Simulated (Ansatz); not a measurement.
Ge (Fd-3m), comparing deformations

Level of theory: Ansatz, DFT PBEsol, scalar-relativistic, plane waves, PAW. Settings: plane waves to 420 eV, k-mesh 18×18×18 (Γ-centred), Gaussian smearing 0.15 eV. No spin polarisation. Energies are free energies at this smearing, counted from the undisturbed cell; pressure is positive in compression.

The undisturbed cell (relaxed at this level):

```
Ge
1.0
     0.00000    2.83788    2.83788
     2.83788    0.00000    2.83788
     2.83788    2.83788    0.00000
Ge
2
Cartesian
  2.8379 2.8379 2.8379
  4.2568 4.2568 4.2568
```

The cell is strained by ε times a Voigt pattern (xx, yy, zz, yz, xz, xy; engineering shear) with fractional coordinates fixed. τ = (1/V0) dE/dε comes from the stress tensor. Of each scan, only the three points used here are listed.

```
           pattern        ε  τ (GPa)
(1, 1, 0, 0, 0, 0)  -0.0150    -5.06
(1, 1, 0, 0, 0, 0)   0.0000    -0.02
(1, 1, 0, 0, 0, 0)   0.0150     4.44
(0, 0, 1, 0, 0, 0)  -0.0150    -1.76
(0, 0, 1, 0, 0, 0)   0.0000    -0.01
(0, 0, 1, 0, 0, 0)   0.0150     1.67
(0, 1, 0, 0, 0, 0)  -0.0100    -1.17
(0, 1, 0, 0, 0, 0)   0.0000    -0.01
(0, 1, 0, 0, 0, 0)   0.0050     0.56
```

**Question.** Which constants do the scans give, and which deformation costs least for the same size of strain tensor?

**Answer.** The slope dτ/dε at zero (parabola through three points) is pᵀCp: (1, 1, 0, 0, 0, 0) gives 2(C11 + C12) = 317 GPa; (0, 0, 1, 0, 0, 0) gives C11 = 114 GPa; (0, 1, 0, 0, 0, 0) gives C11 = 114 GPa. The size of the strain tensor, ε:ε, is ε² times 2.0, 1.0, 1.0. Per unit of it the stiffnesses are 158, 114, 114 GPa, so (0, 0, 1, 0, 0, 0) is the softest of these, level with (0, 1, 0, 0, 0, 0) (alike by symmetry): at ε:ε = (1 %)² the quadratic term costs 0.82 meV/atom against 1.13 for the stiffest.

**Question.** What else follows for this cubic crystal?

**Answer.** From the unrounded slopes C11 = 114.4 and C12 = 44.0 GPa, so B = (C11 + 2 C12)/3 = 67 GPa and the Poisson ratio for a pull along a cube edge is C12/(C11 + C12) = 0.28.

The gap closes along the scan, which can put kinks into the curve.